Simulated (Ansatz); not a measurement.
Runs of Ansatz 0.2.0 on MnO. Symmetry: Fm-3m, No. 225, cubic system. The conventional cell has a = 4.448 Å, b = 4.448 Å, c = 4.448 Å, α = 90.00°, β = 90.00°, γ = 90.00°. Mn (site symmetry m-3m) is surrounded by 6 O at 2.22 Å. O (site symmetry m-3m) is surrounded by 6 Mn at 2.22 Å. The cell is a database's computed one.

```tsv
task	level	U	cell	cutoff (eV)	smearing	gap on the mesh (eV)	pressure (GPa)	moment (μB)
density of states	PBEsol	-	as given	324	fermi-dirac 0.05 eV	none	(a)	(b)
single point	PBE	-	as given	324	gaussian 0.018 eV	none	0.2	4.80
relaxation of cell and atoms	RPBE+D4	-	relaxed	-	fermi-dirac 0.05 eV	-	0.0	(c)
density of states	PBEsol+U	Mn d U = 6 eV	as given	324	fermi-dirac 0.05 eV	0.32	5.2	5.00
relaxation of cell and atoms	PBEsol	-	relaxed to 20 GPa	-	fermi-dirac 0.05 eV	-	20.0	4.09
```

Alike in all rows: potentials or basis all-electron LAPW, scalar-relativistic; spin collinear, ferromagnetic start; k mesh 10 × 10 × 10; basis error allowed 0.001 eV/atom.

Question: Fill in the values left out.

Answer: (a) -7.1; (b) 4.77; (c) 4.81.

Caveats: a cell with one magnetic atom can't hold antiferromagnetic order, which such compounds often take; semilocal functionals often make such compounds metallic where correlation or magnetic order opens a gap, which also shifts bond lengths (some runs); the magnetic state may not be the lowest (some runs); U is the effective U less J, on atomic orbitals that reach past the spheres (some runs).

A k mesh can miss the band edges.

A gap of «none» marks a metal or a gap under the smearing width.
